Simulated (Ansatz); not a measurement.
input.yaml (Ansatz)

```yaml
crystal:
  lattice:
    - [7.3530255965, 0.0, 0.0]
    - [-3.6765127982, 6.3679069613, 0.0]
    - [0.0, 0.0, 4.3681030881]
  atoms:
    - { symbol: Ba, position: [0.0, 0.0, 0.0] }
    - { symbol: Ba, position: [0.3333333333, 0.6666666667, 0.5] }
    - { symbol: Ba, position: [0.6666666667, 0.3333333333, 0.5] }
hamiltonian:
  xc: revpbe
  pseudopotentials:
    kind: paw
    azcp:
      Ba: "pseudopotentials/Ba.paw.azcp"
basis:
  ecutwfc: 420
  fft_grid_basis: typed
kpoints:
  mp_grid: { grid: [7, 7, 10], shift: [0, 0, 0] }
magnetization:
  spin_polarized: false
scf:
  occupations: { method: fermi_dirac, width: 0.1 }
```

Terminal output

```
Engine: ansatz 0.2.0, aarch64-unknown-linux-gnu
Pseudopotentials: kind: paw
Pseudopotential: Ba, paw, valence charge 10, recommended cutoff 420 eV (normal) 
Functional definition: revPBE
  parameter kappa = 1.245
  parameter beta = 0.06672455060314922
  exchange = pbe_x(kappa = kappa, mu = beta*pi^2/3)
  correlation = pbe_c(beta = beta)
Crystal: 3 atoms, lattice volume = 204.529 Å³
Basis set: ecut = 420 eV, 4035 PW (Γ)
Bands: 19, of which v1, the nominal top of the filled ones, is band 15 counted from 1 (14 counted from 0)
Symmetry: 24 space group operations
Space group: P6/mmm (ITA 191), of the structure as read, at distance tolerance 5.9e-5 Å
k-points: 48 of 490
Non-local potential: Ba, projectors of the file, l = 0: 3, l = 1: 2, l = 2: 2, l = 3: 2
PAW form: soft (Blöchl's): semilocal exchange-correlation on the pseudo side does not see the compensation charge
PAW frozen core: Ba, regenerated for the run's functional, and the local potential with it (the file was generated under x = pbe(κ = 0.804, μ = 0.2195149727645171), c = pbe(β = 0.06672455060314922))
PAW one-centre angular grid: Ba, 194 points (default); XC on 64 Gauss nodes
Initial density: superposition of atomic densities (neutral atoms: chi_scale 0, normalization atom), corrected by the library's trained network
Initial wavefunctions: pseudopotential atomic-orbital guess
Functional: x = revpbe(κ = 1.245, μ = 0.2195149727645171), c = pbe(β = 0.06672455060314922)
SCF iter   1: F=—  HF=-17869.198647 eV  |F-HF|=—  |Δ(HF+E_count)|=         —  Δρ=2.17e-3  dr2=5.64e-2  ethr=1.77e-3  ⟨swp⟩=8.3  Hψ=11966  notcnv=0
automatic band count: the SCF goes on with 23 bands, as 19 were too few: the levels above may hold too much charge
SCF iter   2: F=—  HF=-17869.193605 eV  |F-HF|=—  |Δ(HF+E_count)|=   5.04e-3  Δρ=1.37e-3  dr2=2.25e-2  ethr=1.88e-4  ⟨swp⟩=1.0  Hψ=1488  notcnv=0
SCF iter   3: F=—  HF=-17869.190757 eV  |F-HF|=—  |Δ(HF+E_count)|=   2.85e-3  Δρ=2.33e-4  dr2=1.32e-4  ethr=7.49e-5  ⟨swp⟩=2.0  Hψ=1251  notcnv=0
SCF iter   4: F=—  HF=-17869.190810 eV  |F-HF|=—  |Δ(HF+E_count)|=   5.32e-5  Δρ=8.67e-5  dr2=3.16e-5  ethr=4.41e-7  ⟨swp⟩=3.0  Hψ=2061  notcnv=0
SCF iter   5: F=—  HF=-17869.190791 eV  |F-HF|=—  |Δ(HF+E_count)|=   1.90e-5  Δρ=2.42e-5  dr2=1.36e-6  ethr=1.05e-7  ⟨swp⟩=2.1  Hψ=1740  notcnv=0
SCF iter   6: F=—  HF=-17869.190791 eV  |F-HF|=—  |Δ(HF+E_count)|=   3.55e-7  Δρ=5.36e-6  dr2=1.78e-7  ethr=3.33e-10  ⟨swp⟩=3.0  Hψ=2785  notcnv=0
SCF iter   7: F=-17869.190791 eV  HF=-17869.190791 eV  |F-HF|=1.82e-10  |Δ(HF+E_count)|=   1.34e-8  Δρ=1.55e-6  dr2=1.05e-8  ethr=3.33e-10  ⟨swp⟩=2.0  Hψ=2028  notcnv=0
SCF 1 converged in 7 iterations: F = -17869.190791 eV  dr2 = 1.05e-8
SCF converged after 7 iterations
Free energy (F): -17869.190791 eV
Harris-Foulkes:  -17869.190791 eV  (|F-HF|=1.82e-10)
Internal energy: -17868.999472 eV  (E = F + TS)
E sigma→0 (E₀):  -17869.095132 eV
Entropy (-TS):   -0.191319 eV (-63.773 meV/atom)
Fermi energy:    5.365453 eV
--- Per-component energies (eV) ---
  E_band       = -273.584621
  E_kinetic    = 498.480696
  E_local      = -1194.853886  (includes V_loc(G=0)·N_el)
  E_nonlocal   = 169.640142
  E_hartree    = 379.317398
  E_xc         = -499.848104
  E_vxc        = -399.698080  (∫ρ·V_xc dr)
  E_paw        = -15696.849058  (= ΣΔE_a)
  E_vpaw       = -105.787506  (= ΣTr[D̂ρ^β])
  E_aug_tail   = -0.000005  (compensation charges beyond the density's cutoff)
  E_ewald      = -1524.781201
  E_core_change = -0.105453  (= ΣΔE_core)
  E_smearing   = -0.191319  (= −TS)
  E_closure    = 0.000000  (closes the sum)
  Σ components = -17869.190791   (vs F -17869.190791, Δ=0.00e0)
```
